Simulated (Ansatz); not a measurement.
Method: Ansatz 0.2.0, DFT PBE, scalar-relativistic, plane waves, PAW. All cells share a 420 eV cutoff and Γ-centred k meshes spaced at most about 0.3 Å⁻¹ (2π included). No spin polarisation.

All energies are static (0 K, no zero-point motion).

Two relaxed structures of MgS:

A.

```yaml
crystal:
  lattice:
    - [0.00000, 2.84861, 2.84861]
    - [2.84861, 0.00000, 2.84861]
    - [2.84861, 2.84861, 0.00000]
  atoms:
    - { symbol: Mg, position: [0.00000, 0.00000, 0.00000] }
    - { symbol: S, position: [0.25000, 0.25000, 0.25000] }
```

B.

```yaml
crystal:
  lattice:
    - [0.00000, 2.61501, 2.61501]
    - [2.61501, 0.00000, 2.61501]
    - [2.61501, 2.61501, 0.00000]
  atoms:
    - { symbol: Mg, position: [0.00000, 0.00000, 0.00000] }
    - { symbol: S, position: [0.50000, 0.50000, 0.50000] }
```

Task: Which would you expect to be lower, and how large is the difference?

Result: B is lower, by 14 meV/atom. A has the zinc blende type, space group F-43m (No. 216), 23.1 Å³/atom and a gap of 3.37 eV on its mesh; B has the rock salt type, space group Fm-3m (No. 225), 17.9 Å³/atom and a gap of 2.76 eV. Counting S atoms around Mg (those within 1.25 times the shortest such distance or 1.15 times the sum of covalent radii), A has Mg 4 and B has Mg 6. The denser one is the lower, and pressure would at first widen the difference. Origin: A, reached from a Materials Project cell; B, reached from a cell as deposited in COD, among other starts. Shaken at random and relaxed again, B came back. Checks on B: no imaginary mode on a 4×4×4 q mesh.

Kohn–Sham gaps at this level usually fall short of measured ones.
